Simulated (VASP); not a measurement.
# SnSe2 (P-3m1) in VASP: notebook

One crystal, SnSe2, is run at these levels: r2SCAN, r2SCAN+rVV10; tasks: relaxation of cell and atoms.

All numbers are computed with VASP 6.6.1; they aren't measurements. Logs are shortened: lines on timing, memory, paths and dates and some standing lists are left out, and cuts for length are marked.

### Step 1. The structure

The structure is trigonal, space group P-3m1 (No. 164). Conventional cell: a = 3.842 Å, b = 3.842 Å, c = 6.486 Å, α = 90.00°, β = 90.00°, γ = 120.00°. Around Sn (site symmetry -3m) lie 6 Se at 2.72 Å. Se (site symmetry 3m) is surrounded by 3 Sn at 2.72 Å.

The cell is a database's computed one.

### Step 2. Relaxation of cell and atoms, r2SCAN

File INCAR:

```
SYSTEM = SnSe2
  ALGO = Normal
  EDIFF = 1E-7
  EDIFFG = -0.005
  ENCUT = 600
  IBRION = 2
  ISIF = 3
  ISMEAR = 0
  LASPH = .TRUE.
  LCHARG = .FALSE.
  LMIXTAU = .TRUE.
  LREAL = .FALSE.
  LWAVE = .FALSE.
  METAGGA = R2SCAN
  NELM = 60
  NSW = 90
  PREC = Accurate
  SIGMA = 0.02
```

File KPOINTS:

```
k-points
0
G
  9 9 4
  0 0 0
```

File POSCAR:

```
SnSe2
1.0
    3.8418991400      0.0000000000      0.0000000000
   -1.9209495700      3.3271822500      0.0000000000
    0.0000000000      0.0000000000      6.4858801000
Sn Se
1 2
Direct
    0.0000000000      0.0000000000      0.0000000000
    0.6666666700      0.3333333300      0.7570988600
    0.3333333300      0.6666666700      0.2429011400
```

Potentials or basis: VASP PAW PBE potentials, release 64 (Sn_d, Se).

Started as:

```
cat potpaw_PBE.64/Sn_d/POTCAR potpaw_PBE.64/Se/POTCAR > POTCAR
mpirun -np 1 vasp_std > vasp.out
```

OUTCAR:

```text
SYSTEM = SnSe2
   EDIFF = 1E-7
   EDIFFG = -0.005
   ENCUT = 600
   IBRION = 2
   ISIF = 3
   ISMEAR = 0
   LASPH = .TRUE.
   LREAL = .FALSE.
   METAGGA = R2SCAN
   NELM = 60
   NSW = 90
   PREC = Accurate

 ion  position               nearest neighbor table
   1  0.000  0.000  0.000-   2 2.72   3 2.72   3 2.72   2 2.72   2 2.72   3 2.72
   2  0.667  0.333  0.757-   1 2.72   1 2.72   1 2.72
   3  0.333  0.667  0.243-   1 2.72   1 2.72   1 2.72

  LATTYP: Found a hexagonal cell.
 ALAT       =     3.8418991400
 C/A-ratio  =     1.6881963486

  Lattice vectors:

 A1 = (   3.8418991400,   0.0000000000,   0.0000000000)
 A2 = (  -1.9209495700,   3.3271822500,   0.0000000000)
 A3 = (   0.0000000000,   0.0000000000,   6.4858801000)

Analysis of symmetry for initial positions (statically):
=====================================================================
 Subroutine PRICEL returns:
 Original cell was already a primitive cell.

 Routine SETGRP: Setting up the symmetry group for a
 hexagonal supercell.

 Subroutine GETGRP returns: Found 12 space group operations
 (whereof 12 operations were pure point group operations)
 out of a pool of 24 trial point group operations.

The static configuration has the point symmetry D_3d.

Analysis of symmetry for dynamics (positions and initial velocities):
=====================================================================
 Subroutine PRICEL returns:
 Original cell was already a primitive cell.

 Routine SETGRP: Setting up the symmetry group for a
 hexagonal supercell.

 Subroutine GETGRP returns: Found 12 space group operations
 (whereof 12 operations were pure point group operations)
 out of a pool of 24 trial point group operations.

The dynamic configuration has the point symmetry D_3d.

 Subroutine INISYM returns: Found 12 space group operations
 (whereof 12 operations are pure point group operations),
 and found     1 'primitive' translations

----------------------------------------------------------------------------------------

                                     Primitive cell

  volume of cell :      82.9071

  direct lattice vectors                    reciprocal lattice vectors
     3.841899140  0.000000000  0.000000000     0.260287937  0.150277310  0.000000000
    -1.920949570  3.327182250  0.000000000     0.000000000  0.300554621  0.000000000
     0.000000000  0.000000000  6.485880100     0.000000000  0.000000000  0.154181080

  length of vectors
     3.841899140  3.841899137  6.485880100     0.300554621  0.300554621  0.154181080

  position of ions in fractional coordinates (direct lattice)
     0.000000000  0.000000000  0.000000000
     0.666666670  0.333333330  0.757098860
     0.333333330  0.666666670  0.242901140

  ion indices of the primitive-cell ions
   primitive index   ion index
                 1           1
                 2           2
                 3           3

----------------------------------------------------------------------------------------

 KPOINTS: k-points

Automatic generation of k-mesh.
 Grid dimensions read from file:
 generate k-points for:    9    9    4

 Generating k-lattice:

  Cartesian coordinates                     Fractional coordinates (reciprocal lattice)
     0.028920882  0.016697479  0.000000000     0.111111111  0.000000000  0.000000000
     0.000000000  0.033394958  0.000000000     0.000000000  0.111111111  0.000000000
     0.000000000  0.000000000  0.038545270     0.000000000  0.000000000  0.250000000

  Length of vectors
     0.033394958  0.033394958  0.038545270

  Shift w.r.t. Gamma in fractional coordinates (k-lattice)
     0.000000000  0.000000000  0.000000000

 Subroutine IBZKPT returns following result:
 ===========================================

 Found     43 irreducible k-points:

 Following reciprocal coordinates:
            Coordinates               Weight
  0.000000  0.000000  0.000000      1.000000
  0.111111  0.000000  0.000000      6.000000
  0.222222 -0.000000  0.000000      6.000000
  0.333333  0.000000  0.000000      6.000000
  0.444444 -0.000000  0.000000      6.000000
  0.111111  0.111111  0.000000      6.000000
[... 16 lines left out ...]
  0.222222  0.111111  0.250000     12.000000
 -0.111111  0.333333  0.250000     12.000000
 [... further k-points ...]
   k-points           NKPTS =     43   k-points in BZ     NKDIM =     43   number of bands    NBANDS=     17
   number of dos      NEDOS =    301   number of ions     NIONS =      3
   total plane-waves  NPLWV =  55296
   dimension x,y,z NGX =    32 NGY =   32 NGZ =   54
   dimension x,y,z NGXF=    64 NGYF=   64 NGZF=  108
   ions per type =               1   2
   NGX,Y,Z   is equivalent  to a cutoff of  13.85, 13.85, 13.84 a.u.
   NGXF,Y,Z  is equivalent  to a cutoff of  27.69, 27.69, 27.68 a.u.
 SYSTEM =  SnSe2
   PREC   = accura    normal or accurate (medium, high low for compatibility)
   ISTART =      0    job   : 0-new  1-cont  2-samecut
   ICHARG =      2    charge: 1-file 2-atom 10-const
   ISPIN  =      1    spin polarized calculation?
   LNONCOLLINEAR =      F non collinear calculations
   LSORBIT =      F    spin-orbit coupling
   LASPH  =      T    aspherical Exc in radial PAW
   ENCUT  =  600.0 eV  44.10 Ry    6.64 a.u.   7.67  7.67 12.95*2*pi/ulx,y,z
   NELM   =     60;   NELMIN=  2; NELMDL= -5     # of ELM steps
   EDIFF  = 0.1E-06   stopping-criterion for ELM
   LREAL  =      F    real-space projection
   EDIFFG = -.5E-02   stopping-criterion for IOM
   NSW    =     90    number of steps for IOM
   IBRION =      2    ionic relax: 0-MD 1-quasi-New 2-CG
   NFREE  =      1    steps in history (QN), initial steepest desc. (CG)
   ISIF   =      3    stress and relaxation
   ISYM   =      2    0-nonsym 1-usesym 2-fastsym
   POTIM  = 0.5000    time-step for ionic-motion
   TEBEG  =    0.0;   TEEND  =   0.0 temperature during run
   PSTRESS=    0.0 pullay stress
   NELECT =      26.0000    total number of electrons
   NUPDOWN=      -1.0000    fix difference up-down
   EMIN   =  10.00;   EMAX   =-10.00  energy-range for DOS
   EFERMI =   0.00;   METHOD = LEGACY
   ISMEAR =     0;   SIGMA  =   0.02  broadening in eV -4-tet -1-fermi 0-gaus
   EFERMI_NEDOS =   21; number of points for ismear=-14 and -15
   IALGO  =     38    algorithm
   IMIX   =      4    mixing-type and parameters
     AMIX     =   0.40;   BMIX     =  1.00
     AMIX_MAG =   1.60;   BMIX_MAG =  1.00
  volume/ion in A,a.u.               =      27.64       186.49
  Fermi-wavevector in a.u.,A,eV,Ry     =   1.112249  2.101846 16.831746  1.237098
  Thomas-Fermi vector in A             =   2.248821
   LORBIT       =      0    0 simple, 1 ext, 2 COOP (PROOUT), +10 PAW based schemes
   METAGGA = R2SCAN    functional components
   LHFCALC =     F    Hartree Fock is set to
   AEXX    =    0.0000 exact exchange contribution
   IVDW    =     0    specifies the selected vdW correction
   LEPSILON=     F    determine dielectric tensor
   LRPA    =     F    only Hartree local field effects (RPA)
 conjugate gradient relaxation of ions
 non-spin polarized calculation
 Gauss-broadening in eV      SIGMA  =   0.02
  energy-cutoff  :      600.00
  volume of cell :       82.91
 maximum number of plane-waves:      2798
 NGX is ok and might be reduce to    32
   NGX = 15   NGY = 15   NGZ = 25

--------------------------------------- Ionic step        1  -------------------------------------------

 number of electron      25.9999999 magnetization

 Free energy of the ion-electron system (eV)
  ---------------------------------------------------
  ext. energy  EPLUGINS =         0.00000000
  ---------------------------------------------------
  free energy    TOTEN  =       -54.64078420 eV

  energy without entropy =      -54.64078420  energy(sigma->0) =      -54.64078420

------------------------ aborting loop because EDIFF is reached ----------------------------------------

  FORCE on cell =-STRESS in cart. coord.  units (eV):
  Direction    XX          YY          ZZ          XY          YZ          ZX
  --------------------------------------------------------------------------------------
  -------------------------------------------------------------------------------------
  Total        0.0012394      0.0012394      0.0012397     -0.0000000      0.0000000      0.0000000
  in kB        0.0239505      0.0239505      0.0239563     -0.0000000      0.0000000      0.0000000
  external PRESSURE =       0.0239525 kB  Pullay stress =       0.0000000 kB

 VOLUME and BASIS-vectors are now :
 -----------------------------------------------------------------------------
  energy-cutoff  :      600.00
  volume of cell :       82.91
      direct lattice vectors                 reciprocal lattice vectors
     3.841899140  0.000000000  0.000000000     0.260287937  0.150277310  0.000000000
    -1.920949570  3.327182250  0.000000000     0.000000000  0.300554621  0.000000000
     0.000000000  0.000000000  6.485880100     0.000000000  0.000000000  0.154181080
[... 260 lines left out ...]
 POSITION                                       TOTAL-FORCE (eV/Angst)
 -----------------------------------------------------------------------------------
      0.00000     -0.00000     -0.00000        -0.000000     -0.000000      0.000000
      1.92194      1.10964      4.92420         0.000000     -0.000000     -0.000168
     -0.00000      2.21927      1.57372        -0.000000      0.000000      0.000168
 -----------------------------------------------------------------------------------
    total drift:                                0.000000      0.000000      0.000000

  FREE ENERGIE OF THE ION-ELECTRON SYSTEM (eV)
  ---------------------------------------------------
  free  energy   TOTEN  =       -54.6408498314 eV

  energy  without entropy=      -54.6408498314  energy(sigma->0) =      -54.64084983

--------------------------------------- Ionic step        9  -------------------------------------------

 number of electron      25.9999998 magnetization

 Free energy of the ion-electron system (eV)
  ---------------------------------------------------
  ext. energy  EPLUGINS =         0.00000000
  ---------------------------------------------------
  free energy    TOTEN  =       -54.64088250 eV

  energy without entropy =      -54.64088250  energy(sigma->0) =      -54.64088250

 E-fermi :   3.1186     XC(G=0):  -9.5983

 val. band max:        3.0291171045   @ k =   0.1111   0.0000   0.2500
 cond. band min:       4.1170872385   @ k =   0.0000   0.4444   0.2500
 fundamental gap:      1.0879701340
 Fermi energy:         3.1186285026

 k-point     1 :       0.0000    0.0000    0.0000
  band No.  band energies     occupation
      1     -18.7652      2.00000
      2     -18.7652      2.00000
      3     -18.7112      2.00000
      4     -18.7037      2.00000
      5     -18.7037      2.00000
      6     -11.0400      2.00000
[... 9 lines left out ...]
     16       8.0967      0.00000
     17       8.0967      0.00000
[... 441 lines left out ...]
 k-point    24 :      -0.1111    0.3333    0.2500
  band No.  band energies     occupation
      1     -18.7963      2.00000
      2     -18.7534      2.00000
      3     -18.7143      2.00000
      4     -18.6995      2.00000
      5     -18.6875      2.00000
      6     -10.2027      2.00000
[... 9 lines left out ...]
     16       8.6091      0.00000
     17       9.8928      0.00000

 [... further k-points ...]

------------------------ aborting loop because EDIFF is reached ----------------------------------------

  FORCE on cell =-STRESS in cart. coord.  units (eV):
  Direction    XX          YY          ZZ          XY          YZ          ZX
  --------------------------------------------------------------------------------------
  -------------------------------------------------------------------------------------
  Total       -0.0149313     -0.0149313      0.0081660     -0.0000000      0.0000000      0.0000000
  in kB       -0.2874466     -0.2874466      0.1572056     -0.0000000      0.0000000      0.0000000
  external PRESSURE =      -0.1392292 kB  Pullay stress =       0.0000000 kB

 VOLUME and BASIS-vectors are now :
 -----------------------------------------------------------------------------
  energy-cutoff  :      600.00
  volume of cell :       83.22
      direct lattice vectors                 reciprocal lattice vectors
     3.842955498 -0.000000000 -0.000000000     0.260216388  0.150236002 -0.000000000
    -1.921477749  3.328097083 -0.000000000     0.000000000  0.300472004 -0.000000000
    -0.000000000  0.000000000  6.507128219     0.000000000  0.000000000  0.153677623

 POSITION                                       TOTAL-FORCE (eV/Angst)
 -----------------------------------------------------------------------------------
     -1.92148      3.32810     -0.00000        -0.000000      0.000000      0.000000
      1.92148      1.10937      4.93286        -0.000000      0.000000      0.001541
     -0.00000      2.21873      1.57427         0.000000     -0.000000     -0.001541
 -----------------------------------------------------------------------------------
    total drift:                                0.000000      0.000000     -0.000000

  FREE ENERGIE OF THE ION-ELECTRON SYSTEM (eV)
  ---------------------------------------------------
  free  energy   TOTEN  =       -54.6408824988 eV

  energy  without entropy=      -54.6408824988  energy(sigma->0) =      -54.64088250

 reached required accuracy - stopping structural energy minimisation
```

It took 21 min on 1 thread of Intel Xeon Platinum 8375C at 2.90GHz (Ice Lake), shared host; peak memory 0.29 GiB.

Results:

| Item | Value |
| --- | --- |
| Free energy | -54.6409 eV |
| Relaxed volume | 27.74 Å³/atom |
| Relaxed cell | a = 3.843 Å, b = 3.843 Å, c = 6.507 Å, α = 90.00°, β = 90.00°, γ = 120.00° |
| Space group after relaxing (to 0.05 Å) | P-3m1 (No. 164) |
| Energy gained by relaxing | 0.0 meV/atom |
| Ionic steps | 9 |
| Pressure after relaxing | 0.0 GPa |
| Band gap on the k mesh | 1.09 eV, indirect (least direct gap 1.45 eV) |

Final structure:
```
Sn Se
1.0
     3.84296    0.00000    0.00000
    -1.92148    3.32810    0.00000
     0.00000    0.00000    6.50713
Sn Se
1 2
Direct
  0.00000 0.00000 0.00000
  0.66667 0.33333 0.75807
  0.33333 0.66667 0.24193
```

Caveat: the PAW data sets were made with another functional, which shifts forces and pressure a little; spin-orbit coupling is left out, which moves the levels of the heavy elements; an odd mesh through Γ misses points on the zone boundary, where band edges often lie.

### Step 3. Relaxation of cell and atoms, r2SCAN+rVV10

Changes to INCAR since step 2:

```diff
@@ -2,2 +2,4 @@
   ALGO = Normal
+  BPARAM = 11.95
+  CPARAM = 0.0093
   EDIFF = 1E-7
@@ -8,2 +10,3 @@
   ISMEAR = 0
+  IVDW_NL = 2
   LASPH = .TRUE.
@@ -12,2 +15,3 @@
   LREAL = .FALSE.
+  LUSE_VDW = .TRUE.
   LWAVE = .FALSE.
```

KPOINTS is that of step 2.

POSCAR is that of step 2.

Potentials or basis: VASP PAW PBE potentials, release 64 (Sn_d, Se).

Started as:

```
cat potpaw_PBE.64/Sn_d/POTCAR potpaw_PBE.64/Se/POTCAR > POTCAR
mpirun -np 1 vasp_std > vasp.out
```

It took 56 min on 1 thread of Intel Xeon Platinum 8375C at 2.90GHz (Ice Lake), shared host; peak memory 0.5 GiB.

The run converged. Its results:

```yaml
Free_energy: -53.9801 eV
Relaxed_volume: 26.42 Å³/atom
Relaxed_cell: a = 3.829 Å, b = 3.829 Å, c = 6.241 Å, α = 90.00°, β = 90.00°, γ = 120.00°
Space_group_after_relaxing_to_0.05_Å: P-3m1 (No. 164)
Energy_gained_by_relaxing: 3.6 meV/atom
Ionic_steps: 12
Pressure_after_relaxing: 0.0 GPa
Largest_force_after_relaxing: 0.004 eV/Å
Band_gap_on_the_k_mesh: 1.00 eV, indirect (least direct gap 1.45 eV)
```

Forces on the atoms (eV/Å):
```
Sn   0.000  0.000  0.000
Se   0.000  0.000 -0.004
Se   0.000  0.000  0.004
```

The path:
| step | energy change (eV) | largest force (eV/Å) | pressure (GPa) | volume (Å³) |
| --- | --- | --- | --- | --- |
| 1 | 0.0000 | 0.0324 | -0.69 | 82.91 |
| 2 | -0.0017 | 0.1740 | 0.41 | 81.49 |
| 3 | -0.0022 | 0.1286 | 0.05 | 81.93 |
| 4 | -0.0035 | 0.0961 | 0.04 | 81.67 |
| 5 | -0.0054 | 0.0011 | 0.01 | 80.89 |
| 6 | -0.0066 | 0.0015 | -0.01 | 80.73 |
| 7 | -0.0092 | 0.0021 | -0.07 | 80.22 |
| 8 | -0.0104 | 0.0037 | -0.14 | 79.20 |
| 9 | -0.0107 | 0.0020 | -0.13 | 79.50 |
| 10 | -0.0107 | 0.0257 | 0.13 | 79.14 |
| 11 | -0.0107 | 0.0132 | 0.01 | 79.30 |
| 12 | -0.0108 | 0.0040 | 0.01 | 79.26 |

Final structure:
```cif
data_structure
_symmetry_space_group_name_H-M 'P 1'
_symmetry_Int_Tables_number 1
_cell_length_a 3.8295
_cell_length_b 3.8295
_cell_length_c 6.2411
_cell_angle_alpha 90.000
_cell_angle_beta 90.000
_cell_angle_gamma 120.000
_cell_volume 79.26
loop_
_atom_site_label
_atom_site_type_symbol
_atom_site_fract_x
_atom_site_fract_y
_atom_site_fract_z
_atom_site_occupancy
Sn1 Sn 0.00000 0.00000 0.00000 1
Se1 Se 0.66667 0.33333 0.74723 1
Se2 Se 0.33333 0.66667 0.25277 1
```

Levels at points of the mesh, in eV from the valence-band top:
```
           k point  band 9  band 10  band 11  band 12  band 13  band 14  band 15  band 16  band 17
(0.00, 0.00, 0.00)   -0.57    -0.57    -0.29    -0.29    -0.10     1.40     3.55     5.06     5.06
(0.00, 0.00, 0.50)   -2.10    -0.67    -0.67    -0.13    -0.13     2.80     3.49     4.79     4.79
```

Caveat: the PAW data sets were made with another functional, which shifts forces and pressure a little; spin-orbit coupling is left out, which moves the levels of the heavy elements; an odd mesh through Γ misses points on the zone boundary, where band edges often lie.
